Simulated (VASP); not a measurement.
**CuO under changes of volume**

One of the cells (10.366 Å³/atom); the others are scaled copies at fixed shape and fractional positions:

```
Cu O
1.0
     2.36018   -1.72475    0.00000
     2.36018    1.72475    0.00000
    -0.86625    0.00000    5.09295
Cu O
2 2
Direct
  0.00320 0.49680 0.00000
  0.49680 0.00320 0.50000
  0.57140 0.40560 0.25370
  0.40560 0.57140 0.75370
```

* Program: VASP 6.6.1
* Functional: PBE
* Potentials or basis: VASP PAW PBE potentials, release 64 (Cu, O)
* Cutoff: 520 eV
* k mesh: 10 × 10 × 5
* Occupations: fermi-dirac, width 0.05 eV
* Spin: no spin polarisation

| volume (Å³/atom) | energy over the lowest point (meV/atom) | pressure (GPa) | largest force (eV/Å) |
| --- | --- | --- | --- |
| 9.553 | 57.02 | 19.9 | 0.995 |
| 9.756 | 34.77 | 14.9 | 0.921 |
| 9.959 | ? | ? | ? |
| 10.366 | 1.69 | 2.8 | 0.729 |
| 10.569 | 0.00 | -0.5 | 0.712 |
| 10.772 | 2.18 | -3.3 | 0.705 |

Task: What does the run at 9.959 Å³/atom give?

Result: Energy over the lowest point 18.54 meV/atom; pressure 10.4 GPa; largest force 0.853 eV/Å.

Worked out: A Birch-Murnaghan fit of order 3 (a polynomial in V^(-2/3)) to the other rows has its minimum at 10.55 Å³/atom with B0 = V·E''(V) = 159 GPa and B' = 4.8 at fixed shape and positions, which overstates the stiffness. It gives 18.55 meV/atom at 9.959 Å³/atom, against the run's 18.54, and -dE/dV = 10.6 GPa, against 10.4.

Energies are extrapolated to zero smearing.

Caveats: the run has no spin polarisation, though such a crystal can be magnetic.
